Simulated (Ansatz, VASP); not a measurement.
Two plane-wave programs on NaCl

Contents of POSCAR:

```
NaCl
1.0
    3.4595458649      0.0000000000      0.0000000000
    0.0000000000      3.4595458649      0.0000000000
    0.0000000000      0.0000000000      3.6290636123
Na Cl
1 1
Direct
    0.0000000000      0.0000000000      0.0000000000
    0.5000000000      0.5000000000      0.5000000000
```

INCAR.step1

```
SYSTEM = NaCl
PREC     = Accurate       ! precision mode
ENCUT    = 520            ! plane-wave cutoff, eV
ISMEAR   = 0              ! smearing method
SIGMA    = 0.01           ! smearing width, eV
LREAL    = .False.        ! projectors in reciprocal space
LASPH    = .True.         ! aspherical terms in the spheres
NELM     = 100            ! most SCF steps
NBANDS   = 14             ! bands
GGA      = PE             ! functional
ALGO     = Normal         ! electronic algorithm
EDIFF    = 1E-4           ! SCF threshold, eV
LWAVE    = .True.         ! write WAVECAR
LCHARG   = .False.        ! write CHGCAR
```

INCAR.step2

```
SYSTEM = NaCl
PREC     = Accurate       ! precision mode
ENCUT    = 520            ! plane-wave cutoff, eV
EDIFF    = 1E-7           ! SCF threshold, eV
ISMEAR   = 0              ! smearing method
SIGMA    = 0.01           ! smearing width, eV
LREAL    = .False.        ! projectors in reciprocal space
LASPH    = .True.         ! aspherical terms in the spheres
NELM     = 100            ! most SCF steps
ALGO     = Normal         ! electronic algorithm
ISIF     = 2              ! what is computed and relaxed
LWAVE    = .False.        ! write WAVECAR
LCHARG   = .True.         ! write CHGCAR
METAGGA  = R2SCAN         ! meta-GGA
LMIXTAU  = .True.       
LELF     = .True.         ! ELF
LVHAR    = .True.       
NBANDS   = 14             ! bands
ISTART   = 1
```

KPOINTS

```
Automatic mesh
0
Gamma
  8 8 8
  0 0 0
```

Input for Ansatz:

```yaml
crystal:
  lattice:
    - [3.4595458649, 0.0, 0.0]
    - [0.0, 3.4595458649, 0.0]
    - [0.0, 0.0, 3.6290636123]
  atoms:
    - { symbol: Na, position: [0.0, 0.0, 0.0] }
    - { symbol: Cl, position: [0.5, 0.5, 0.5] }
kpoints:
  mp_grid: { grid: [8, 8, 8] }
  band_path:
    path:
      - [0.0, 0.0, 0.0]
      - [0.0, 0.5, 0.0]
      - [0.5, 0.5, 0.0]
      - [0.5, 0.5, 0.5]
      - [0.0, 0.5, 0.5]
    npoints: 1
hamiltonian:
  xc: r2scan
scf:
  occupations: { method: fixed }
  n_extra_bands: 4
output:
  forces: true
  stress: true
  eigenvalues: true
  write_density: true
  write_potential: true
  elf: true
  volumetric_format: npy
```

Change from the starting cell: uniaxial_z strain +4.9%.

Alike in both runs: task single point; functional r2SCAN; k mesh 8 × 8 × 8; no spin polarisation.

|  | VASP | Ansatz |
| --- | --- | --- |
| version | VASP 6.6.1 | Ansatz 0.2.0 |
| potentials or method | VASP PAW PBE potentials, release 64 (Na_pv, Cl) | plane waves, PAW |
| plane-wave cutoff (eV) | 520 | 500 |
| occupations | gaussian, width 0.01 eV | fixed |
| valence electrons in the cell | 14 | 16 |

VASP gave:

- gap on the k mesh at the Fermi level (eV): 4.63
- pressure (GPa): -1.4
- largest component of the traceless stress (GPa): 2.45

Question: Which values does Ansatz return?

Answer: gap on the k mesh at the Fermi level (eV): 4.60; pressure (GPa): -1.2; largest component of the traceless stress (GPa): 2.49.

The two sets of potentials don't hold the same shells in valence.

Caveats: the PAW data sets were made with another functional, which shifts forces and pressure a little (VASP). A k mesh can miss the band edges.
